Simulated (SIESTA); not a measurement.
The system is Sn.

```
Sn
1.0
    -1.72654    1.77555    2.33834
     1.72654   -1.77555    2.33834
     1.72654    1.77555   -2.33834
Sn
1
Direct
  0.00000 0.00000 0.00000
```

This isn't the form of Sn at room conditions, which is tetragonal (white tin).

| Property | Result |
| --- | --- |
| Program | SIESTA 5.4.2 |
| Task | single point |
| Functional | PBE |
| Potentials or basis | PseudoDojo 0.4 standard (PBE files) |
| Basis | DZP (energy shift 0.002 Ry) |
| Grid cutoff | 500 Ry |
| Energy shift | 0.002 Ry |
| k mesh | 11 × 11 × 11 |
| Occupations | fermi-dirac, width 0.05 eV |
| Spin | no spin polarisation |

On this cell: pressure 0.0 GPa; band gap on the k mesh none (metal or under the smearing width).

The same run follows on a disturbed copy (cell strained at random at fixed volume):

```
Sn
1.0
    -1.66577    1.76563    2.29581
     1.74442   -1.79906    2.37926
     1.68238    1.81521   -2.32119
Sn
1
Cartesian
  -0.0176 0.0062 -0.0314
```

Task: What changes?

Result: The energy (extrapolated to zero smearing) moves by +5.4 meV/atom; pressure 0.0 GPa; band gap on the k mesh none (metal or under the smearing width).

Stress tensor (GPa, compression positive):
```
 0.99  0.01 -0.67
 0.01 -0.98  0.22
-0.67  0.22 -0.12
```

Caveats: semicore shells carry a single zeta, which can move pressures by several GPa and volumes by a few percent; the basis of atomic orbitals isn't converged, which shifts pressures, moduli and gaps.
